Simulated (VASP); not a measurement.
# Li8F7 (a cell with a defect) in VASP: further runs, part 3 of 3

VASP 6.6.1.

### 6 Single point, PBE

INCAR

```
PREC     = Accurate       # precision mode
ENCUT    = 520            # plane-wave cutoff, eV
EDIFF    = 1E-6           # SCF threshold, eV
ISMEAR   = -1             # smearing method
SIGMA    = 0.05           # smearing width, eV
LREAL    = Auto         
LASPH    = T              # aspherical terms in the spheres
NELM     = 100            # most SCF steps
ALGO     = Normal         # electronic algorithm
ISIF     = 2              # what is computed and relaxed
LWAVE    = F              # write WAVECAR
LCHARG   = T              # write CHGCAR
GGA      = PE             # functional
LELF     = T              # ELF
LVHAR    = T            
NBANDS   = 50             # bands
```

KPOINTS

```
Automatic mesh
0
Gamma
  3 3 3
```

POSCAR

```
Li8F7
1.0
    0.0000000000      3.9860861000      3.9860861000
    3.9860861000      0.0000000000      3.9860861000
    3.9860861000      3.9860861000      0.0000000000
Li F
8 7
Direct
   -0.0016054596      0.0048464834     -0.0039696834
   -0.0016772091      0.0049992648      0.5024408529
    0.0016245259      0.5017379078     -0.0009419014
   -0.0015053614      0.4982959350      0.5023823996
    0.5049229870      0.0051603251     -0.0041450434
    0.5016311615      0.0016718154      0.4993723041
    0.5049132030      0.4984010506     -0.0040216141
    0.5050104161      0.4983971621      0.5024964212
    0.2516512375      0.2516221363      0.2493494809
    0.2515975508      0.2515481289      0.7493913641
    0.7514958094      0.7516802008     -0.2506920259
    0.2515476271      0.7515280465      0.7492922694
    0.7516124652      0.2516295371      0.2494005335
    0.7516399357      0.2516713074      0.7492403388
    0.7515747088      0.7516973856      0.2492408531
```

Potentials or basis: VASP PAW PBE potentials, release 64 (Li_sv, F).

Launch:

```
$ cat potpaw_PBE.64/Li_sv/POTCAR potpaw_PBE.64/F/POTCAR > POTCAR
$ mpirun -np 1 vasp_std > vasp.out
```

OUTCAR:

```text
PREC = Accurate
   ENCUT = 520
   EDIFF = 1E-6
   ISMEAR = -1
   LREAL = Auto
   LASPH = T
   NELM = 100
   ISIF = 2
   GGA = PE

 ion  position               nearest neighbor table
   1  0.998  0.005  0.996-  14 1.97  10 1.99  15 1.99  12 1.99  13 1.99
   2  0.998  0.005  0.502-  14 1.97  13 1.99   9 1.99  12 1.99  11 1.99
   3  0.002  0.502  0.999-  12 1.99  10 1.99  11 1.99  13 1.99  15 1.99   9 1.99
   4  0.998  0.498  0.502-  14 1.97   9 1.99  15 1.99  10 1.99  11 1.99
   5  0.505  0.005  0.996-  14 1.97  10 1.99   9 1.99  11 1.99  15 1.99
   6  0.502  0.002  0.499-  11 1.99  10 1.99  13 1.99   9 1.99  15 1.99  12 1.99
   7  0.505  0.498  0.996-  14 1.97  11 1.99   9 1.99  12 1.99  13 1.99
   8  0.505  0.498  0.502-  14 1.97  13 1.99  15 1.99  12 1.99  10 1.99
   9  0.252  0.252  0.249-   4 1.99   2 1.99   6 1.99   5 1.99   7 1.99   3 1.99
  10  0.252  0.252  0.749-   5 1.99   3 1.99   6 1.99   1 1.99   4 1.99   8 1.99
  11  0.751  0.752  0.749-   6 1.99   3 1.99   7 1.99   5 1.99   2 1.99   4 1.99
  12  0.252  0.752  0.749-   3 1.99   8 1.99   7 1.99   1 1.99   2 1.99   6 1.99
  13  0.752  0.252  0.249-   2 1.99   8 1.99   6 1.99   3 1.99   7 1.99   1 1.99
[... 927 lines left out ...]
  Direction    XX          YY          ZZ          XY          YZ          ZX
  --------------------------------------------------------------------------------------
  -------------------------------------------------------------------------------------
  Total        4.0942772      4.0956071      4.0833773      0.0031232     -0.0000627     -0.0003748
  in kB       51.7866482     51.8034697     51.6487808      0.0395038     -0.0007935     -0.0047408
  external PRESSURE =      51.7462996 kB  Pullay stress =       0.0000000 kB

 VOLUME and BASIS-vectors are now :
 -----------------------------------------------------------------------------
  energy-cutoff  :      520.00
  volume of cell :      126.67
      direct lattice vectors                 reciprocal lattice vectors
     0.000000000  3.986086100  3.986086100    -0.125436327  0.125436327  0.125436327
     3.986086100  0.000000000  3.986086100     0.125436327 -0.125436327  0.125436327
     3.986086100  3.986086100  0.000000000     0.125436327  0.125436327 -0.125436327

 POSITION                                       TOTAL-FORCE (eV/Angst)
 -----------------------------------------------------------------------------------
      3.98958      7.94995      3.99901         0.000373     -0.000644     -0.002229
      2.02270      5.98217      3.99933         0.001758      0.002074     -0.000289
      5.98230      3.98881      2.00645        -0.000180      0.000120     -0.001196
      3.98879      5.98263      5.96634         0.000921     -0.002384     -0.000566
      3.99013      5.98223      2.03324        -0.000490      0.003343     -0.004879
      1.99721      3.99009      2.00621        -0.003431     -0.002596     -0.001170
      5.95673      5.98268      3.99930         0.000567      0.000351     -0.001780
      3.98965      4.01601      3.99967         0.000687      0.000497      0.000055
      1.99692      1.99703      2.00609        -0.000631     -0.001755      0.001346
      3.98983      3.99003      2.00558        -0.000062     -0.001626      0.001432
      5.98307      5.98233      5.99179        -0.001053      0.001486      0.001489
      5.98240      3.98943      3.99835         0.002355      0.001139      0.003604
      1.99715      3.99012      3.99901        -0.001823     -0.002246      0.001489
      3.98972      5.98264      3.99929         0.000642      0.000910      0.001205
      3.98983      3.98934      5.99217         0.000368      0.001330      0.001488
 -----------------------------------------------------------------------------------
    total drift:                               -0.008961     -0.008326      0.010788

  FREE ENERGIE OF THE ION-ELECTRON SYSTEM (eV)
  ---------------------------------------------------
  free  energy   TOTEN  =       -67.9435877522 eV

  energy  without entropy=      -67.9286717169  energy(sigma->0) =      -67.93612973
```

It took 95 s on 1 thread of Intel Xeon Platinum 8488C (Sapphire Rapids), shared host; peak memory 0.26 GiB.

Results:

| Property | Result |
| --- | --- |
| Free energy | -67.9436 eV |
| Largest force | 0.006 eV/Å |
| Band gap on the k mesh | none (metal or under the smearing width) |

Forces on the atoms (eV/Å):
```
Li   0.000 -0.001 -0.002
Li   0.002  0.002  0.000
Li   0.000  0.000 -0.001
Li   0.001 -0.002 -0.001
Li   0.000  0.003 -0.005
Li  -0.003 -0.003 -0.001
Li   0.001  0.000 -0.002
Li   0.001  0.000  0.000
F   -0.001 -0.002  0.001
F    0.000 -0.002  0.001
F   -0.001  0.001  0.001
F    0.002  0.001  0.004
F   -0.002 -0.002  0.001
F    0.001  0.001  0.001
F    0.000  0.001  0.001
```

Levels at points of the mesh, in eV from the Fermi level:
| k point | band 35 | band 36 | band 37 | band 38 | band 39 | band 40 |
| --- | --- | --- | --- | --- | --- | --- |
| (0.00, 0.00, 0.00) | -6.76 | -6.76 | -0.96 | 3.32 | 4.38 | 4.38 |

Caveat: the k mesh is coarse (spacing up to 0.46 Å⁻¹), so the values aren't converged; the cutoff is under 1.25 times the usual one of these potentials, so pressure, stress and relaxed cells hold a basis-set (Pulay) error; an odd number of electrons without spin polarisation forces a metal; a magnetic or distorted state may lie lower.

### 7 Summary

```tsv
cell	gap on the mesh (eV)	largest force (eV/Å)
P1, 8.44 Å³/atom	none	0.01
Cm, 8.44 Å³/atom	none	1.42
Imm2, 8.44 Å³/atom	none	0.03
```

Some of these runs hold the atoms at other places in the same cell, which the table doesn't show; runs alike in all that it shows share one row.

Alike in all rows: task single point; level PBE; potentials or basis VASP PAW PBE potentials, release 64 (Li_sv, F); no spin polarisation; k mesh 3 × 3 × 3; cutoff (eV) 520; smearing fermi-dirac 0.05 eV; the mesh is coarse, so values aren't converged.

Caveats: all runs use coarse meshes; the cutoff is under 1.25 times the usual one of these potentials, so pressure, stress and relaxed cells hold a basis-set (Pulay) error; an odd number of electrons without spin polarisation forces a metal; a magnetic or distorted state may lie lower.

Total energies depend on the potentials used, so only differences within one code and one set of settings carry meaning.
